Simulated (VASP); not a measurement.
MgO, 2 atoms in the cell. The structure is cubic, space group Fm-3m (No. 225). The conventional cell has a = 4.247 Å, b = 4.247 Å, c = 4.247 Å, α = 90.00°, β = 90.00°, γ = 90.00°. Around Mg (site symmetry m-3m) lie 6 O at 2.12 Å. O (site symmetry m-3m) has 6 Mg at 2.12 Å as nearest neighbours. 

- Program: VASP 6.6.1
- Task: relaxation of cell and atoms
- Functional: PBE
- Potentials or basis: VASP PAW PBE potentials, release 64 (Mg, O)
- Cutoff: 520 eV
- k mesh: 12 × 12 × 12
- Occupations: gaussian, width 0.02 eV
- Spin: no spin polarisation
- Further INCAR settings: ALGO = Fast; EDIFF = 0.05; IBRION = 2; EDIFFG = -0.002; NSW = 80; ISIF = 3

Potentials or basis: VASP PAW PBE potentials, release 64 (Mg, O).

The run is started by

```bash
$ cat potpaw_PBE.64/Mg/POTCAR potpaw_PBE.64/O/POTCAR > POTCAR
$ mpirun -np 1 vasp_std > vasp.out
```

Hardware: 1 thread of Intel(R) Xeon(R) Platinum 8259CL CPU @ 2.50GHz (Skylake/Cascade Lake), on a shared host.

**Question.** Estimate the wall time of this run.

**Answer.** It took 27 s on 1 thread of Intel(R) Xeon(R) Platinum 8259CL CPU @ 2.50GHz (Skylake/Cascade Lake) (shared host), peak memory 0.15 GiB. Counts: scf iterations 29, k points 72, ion steps 11.
